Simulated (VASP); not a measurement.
A run of VASP 6.6.1:

Contents of INCAR:

```
SYSTEM = BaTiO3
ALGO = Normal ; EDIFF = 1E-6
EDIFFG = -0.01 ; ENCUT = 600
GGA = PS ; IBRION = 2
ISIF = 3 ; ISMEAR = 0
LASPH = .True. ; LCHARG = .False.
LREAL = .False. ; LWAVE = .False.
NELM = 80 ; NSW = 90
PREC = Accurate ; SIGMA = 0.03
```

The input KPOINTS:

```
k-points
0
Gamma
  8 8 8
  0 0 0
```

The input POSCAR:

```
BaTiO3
1.0
    4.0060000000      0.0000000000      0.0000000000
    0.0000000000      4.0060000000      0.0000000000
    0.0000000000      0.0000000000      4.0060000000
Ba Ti O
1 1 3
Direct
    0.5000000000      0.5000000000      0.5000000000
    0.0000000000      0.0000000000      0.0000000000
    0.5000000000      0.0000000000      0.0000000000
    0.0000000000      0.5000000000      0.0000000000
    0.0000000000      0.0000000000      0.5000000000
```

Potentials or basis: VASP PAW PBE potentials, release 64 (Ba_sv, Ti_sv, O).

Command:

```console
$ cat potpaw_PBE.64/Ba_sv/POTCAR potpaw_PBE.64/Ti_sv/POTCAR potpaw_PBE.64/O/POTCAR > POTCAR
$ mpirun -np 1 vasp_std > vasp.out
```

Hardware: 1 thread of Intel(R) Xeon(R) 6975P-C (Granite Rapids), on a shared host.

Task: How long does it take, and how much memory?

Result: Wall time 49 s on 1 thread of Intel(R) Xeon(R) 6975P-C (Granite Rapids) (shared host), peak memory 0.23 GiB. Counts: scf iterations 34, k points 35, ion steps 3.
